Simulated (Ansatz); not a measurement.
**One input, then a changed one: Mg (simple hexagonal type)**

First run: DFT, PBE, PAW with Ansatz's default frozen-core files, scalar-relativistic (Ansatz 0.2.0).

Command: `ansatz run input.yaml --threads 1 --pin off --max-ram 2048MiB --backend cpu --events-out ev --progress --plain --runs-dir out` It took 1.6 s on 1 thread of Arm Neoverse V2, on a shared host, peak memory 0.25 GiB.

```yaml
crystal:
  lattice:
    - [2.4013257785, 0.0, 0.0]
    - [-1.2006628893, 2.0796091269, 0.0]
    - [0.0, 0.0, 2.2117096066]
  atoms:
    - { symbol: Mg, position: [0.0, 0.0, 0.0] }
kpoints:
  mp_grid: { grid: [14, 14, 13] }
  band_path:
    path:
      - [0.0, 0.0, 0.0]
      - [0.5, 0.0, 0.0]
      - [0.3333333333, 0.3333333333, 0.0]
      - [0.0, 0.0, 0.0]
      - [0.0, 0.0, 0.5]
      - [0.5, 0.0, 0.5]
      - [0.3333333333, 0.3333333333, 0.5]
      - [0.0, 0.0, 0.5]
      - [0.5, 0.0, 0.5]
    npoints: 8
scf:
  occupations: { method: fermi_dirac, width: 0.1 }
hamiltonian:
  xc: pbe
  pseudopotentials: { kind: paw }
output:
  forces: true
  stress: true
  eigenvalues: true
  populations: true
  dos: { projected: true, de: 0.2, e_range: [-14, 8] }
  write_density: true
  write_potential: true
  elf: true
  volumetric_format: npy
```

The cell comes from a relaxation on PAW files under the same functional, begun from a prototype that needn't be the stable phase.

This run: volume at 0.43 of the series' base cell.

It converges in 6 SCF iterations at a pressure of 108.5 GPa, cutoff 420 eV.

The input is then changed:

```diff
 kpoints:
-  mp_grid: { grid: [14, 14, 13] }
+  mp_grid: { grid: [5, 5, 4] }
   band_path:
   populations: true
-  dos: { projected: true, de: 0.2, e_range: [-14, 8] }
-  write_density: true
-  write_potential: true
-  elf: true
-  volumetric_format: npy
```

Problem. Predict the outcome of the changed run.

Solution. It converges in 6 SCF iterations at a pressure of 109.4 GPa, cutoff 420 eV, free energy +44.8 meV/atom against the first run's. Some of the changed settings are coarser than converged work would use.
